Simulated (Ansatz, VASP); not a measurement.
CuAu: VASP beside Ansatz

INCAR

```
SYSTEM = CuAu
ALGO     = Normal         ! electronic algorithm
EDIFF    = 1E-6           ! SCF threshold, eV
ENCUT    = 520            ! plane-wave cutoff, eV
GGA      = PS             ! functional
ISIF     = 2              ! what is computed and relaxed
ISMEAR   = -1             ! smearing method
LASPH    = .TRUE.         ! aspherical terms in the spheres
LCHARG   = .TRUE.         ! write CHGCAR
LELF     = .TRUE.         ! ELF
LREAL    = .FALSE.        ! projectors in reciprocal space
LVHAR    = .TRUE.       
LWAVE    = .FALSE.        ! write WAVECAR
NBANDS   = 18             ! bands
NELM     = 60             ! most SCF steps
PREC     = Accurate       ! precision mode
SIGMA    = 0.05           ! smearing width, eV
```

KPOINTS

```
k-points
0
G
  8 8 6
  0 0 0
```

POSCAR

```
CuAu
1.0
    2.8107494552      0.0000000000      0.0000000000
    0.0000000000      2.8107494552      0.0000000000
    0.0000000000      0.0000000000      3.7587000000
Au Cu
1 1
Direct
    0.0000000000      0.0000000000      0.0000000000
    0.5000000000      0.5000000000      0.5000000000
```

The input input.yaml:

```yaml
crystal:
  lattice:
    - [2.8107494552, 0.0, 0.0]
    - [0.0, 2.8107494552, 0.0]
    - [0.0, 0.0, 3.7587]
  atoms:
    - { symbol: Au, position: [0.0, 0.0, 0.0] }
    - { symbol: Cu, position: [0.5, 0.5, 0.5] }
hamiltonian:
  xc: pbesol
  pseudopotentials: { kind: paw }
kpoints:
  mp_grid: { grid: [8, 8, 6] }
  band_path:
    path:
      - [[0.0, 0.0, 0.0], [0.0, 0.5, 0.0], [0.5, 0.5, 0.0], [0.0, 0.0, 0.0], [0.0, 0.0, 0.5], [0.0, 0.5, 0.5], [0.5, 0.5, 0.5], [0.0, 0.0, 0.5]]
      - [[0.0, 0.5, 0.0], [0.0, 0.5, 0.5]]
      - [[0.5, 0.5, 0.0], [0.5, 0.5, 0.5]]
    npoints: 14
scf:
  occupations: { method: fermi_dirac, width: 0.05 }
  n_extra_bands: 6
output:
  forces: true
  stress: true
  eigenvalues: true
  fatbands: false
```

Alike in both runs: functional PBEsol; k mesh 8 × 8 × 6; occupations fermi-dirac, width 0.05 eV; no spin polarisation.

|  | VASP | Ansatz |
| --- | --- | --- |
| version | VASP 6.6.1 | Ansatz 0.2.0 |
| potentials or method | VASP PAW PBE potentials, release 64 (Au, Cu) | Ansatz PAW |
| plane-wave cutoff (eV) | 520 | 420 |
| valence electrons in the cell | 22 | 38 |
| task | single point | band structure |

|  | VASP | Ansatz | Ansatz less VASP |
| --- | --- | --- | --- |
| gap on the k mesh at the Fermi level (eV) | none | none | - |
| pressure (GPa) | -6.3 | -6.3 | +0.02 |
| largest component of the traceless stress (GPa) | 1.36 | 1.34 | -0.024 |

A gap of «none» marks a metal or a gap that the smearing closes. With one functional, cell and mesh, what is left measures potentials, basis and numerics. The two sets of potentials don't hold the same shells in valence.

Caveats: the PAW data sets were made with another functional, which shifts forces and pressure a little (VASP); spin-orbit coupling is left out, which moves the levels of the heavy elements (Ansatz); the PAW data sets come from PBE, with cores solved anew for the run's functional, which leaves a small shift of forces and pressure (Ansatz). The runs have no spin-orbit coupling, so splittings on Au are missing.
